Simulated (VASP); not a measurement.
**CdS in VASP: one cell, several levels of theory**

Aim: gap, levels, forces and stress of CdS (rocksalt), under -0.5 % strain along x alone at fixed geometry. Runs: PBE, r2SCAN. This is a trial cell built on a prototype, not taken from a measured structure, and it needn't be the compound's ground state.

Program: VASP 6.6.1. PAW datasets, plane waves. Spin-unpolarised throughout. Whether this structure exists isn't addressed.

## 1. Starting point

The cell comes from an earlier relaxation with r2SCAN in another program, then strained, with the atoms relaxed again.

Space group I4/mmm (No. 139), tetragonal; a = 3.856 Å, c = 5.426 Å in the conventional setting, 20.17 Å³ an atom. Around Cd lie 6 S at 2.71–2.73 Å; around S lie 6 Cd at 2.71–2.73 Å.

As a file:

```xyz
2
Lattice="0.0000 2.7268 2.7268 2.7131 0.0000 2.7268 2.7131 2.7268 0.0000" Properties=species:S:1:pos:R:3 pbc="T T T"
Cd    0.0000    0.0000    0.0000
S     2.7131    2.7268    2.7268
```

## 2. PBE at this geometry

INCAR

```
ENCUT = 520.000000
SIGMA = 0.020000
EDIFF = 1.00e-07
GGA = PE
PREC = Accurate
IBRION = -1
ISIF = 2
ISMEAR = -1
NBANDS = 16
NELM = 120
NSW = 0
LASPH = .TRUE.
LCHARG = .FALSE.
LWAVE = .FALSE.
LREAL = .FALSE.
```

KPOINTS

```
KPOINTS created by Atomic Simulation Environment
0
Gamma
8 8 8
0 0 0
```

KPOINTS_OPT

```
special points
6
Reciprocal
0.0000000000 0.0000000000 0.0000000000 1
0.5000000000 0.0000000000 0.5000000000 1
0.6250000000 0.2500000000 0.6250000000 1
0.3750000000 0.3750000000 0.7500000000 1
0.5000000000 0.5000000000 0.5000000000 1
0.5000000000 0.2500000000 0.7500000000 1
```

POSCAR

```
Cd S
 1.0000000000000000
     0.0000000000000000    2.7267765454999999    2.7267765454999999
     2.7131426627000002    0.0000000000000000    2.7267765454999999
     2.7131426627000002    2.7267765454999999    0.0000000000000000
 Cd  S
   1   1
Cartesian
  0.0000000000000000  0.0000000000000000  0.0000000000000000
  2.7131426626999997  2.7267765454999995  2.7267765454999995
```

Potentials: the recommended PBE PAW datasets, 18 valence electrons in the neutral cell.

On the command line:

```bash
$ mpirun -np 1 vasp_std
```

## 3. Single point with r2SCAN

INCAR

```
ENCUT = 520.000000
SIGMA = 0.010000
EDIFF = 1.00e-07
ALGO = Normal
METAGGA = R2SCAN
PREC = Accurate
IBRION = -1
ISIF = 2
ISMEAR = 0
NBANDS = 16
NELM = 120
NSW = 0
LASPH = .TRUE.
LCHARG = .FALSE.
LWAVE = .FALSE.
LREAL = .FALSE.
```

KPOINTS is that of step 2.

KPOINTS_OPT is that of step 2.

POSCAR is that of step 2.

Q: Predict the outcome of this session. Wanted: for each run, gap; pressure.

The runs gave:

```
 level  gap (eV)  pressure (GPa)
   PBE      0.22            2.58
r2SCAN      0.70            0.91
```

In words: The gap runs from 0.22 eV (PBE) to 0.70 eV (r2SCAN). The pressure is highest with PBE (2.6 GPa) and lowest with r2SCAN (0.9 GPa), which orders the cells that they would relax to.
